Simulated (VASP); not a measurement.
GaP, 2 atoms in the cell. Symmetry: F-43m, No. 216, cubic system. Conventional cell: a = 5.452 Å, b = 5.452 Å, c = 5.452 Å, α = 90.00°, β = 90.00°, γ = 90.00°. Around Ga (site symmetry -43m) lie 4 P at 2.36 Å. Around P (site symmetry -43m) lie 4 Ga at 2.36 Å. The cell is a database's computed one.

* Program: VASP 6.6.1
* Task: relaxation of cell and atoms
* Functional: PBE
* Potentials or basis: VASP PAW PBE potentials, release 64 (Ga_d, P)
* Cutoff: 600 eV
* k mesh: 8 × 8 × 8
* Occupations: gaussian, width 0.02 eV
* Spin: no spin polarisation
* Dipole correction: no
* Further INCAR settings: ALGO = Normal; EDIFF = 1e-07; IBRION = 2; EDIFFG = -0.005; NSW = 100; ISIF = 3

Potentials or basis: VASP PAW PBE potentials, release 64 (Ga_d, P).

Command:

```bash
$ cat potpaw_PBE.64/Ga_d/POTCAR potpaw_PBE.64/P/POTCAR > POTCAR
$ mpirun -np 1 vasp_std > vasp.out
```

Hardware: 1 thread of Intel(R) Xeon(R) Platinum 8259CL CPU @ 2.50GHz (Skylake/Cascade Lake) (shared host).

**Question.** Estimate the wall time of this run.

**Answer.** Run time: 48 s on 1 thread of Intel(R) Xeon(R) Platinum 8259CL CPU @ 2.50GHz (Skylake/Cascade Lake), with other jobs on the host, peak memory 0.19 GiB. Counts: scf iterations 32, k points 29, ion steps 3.
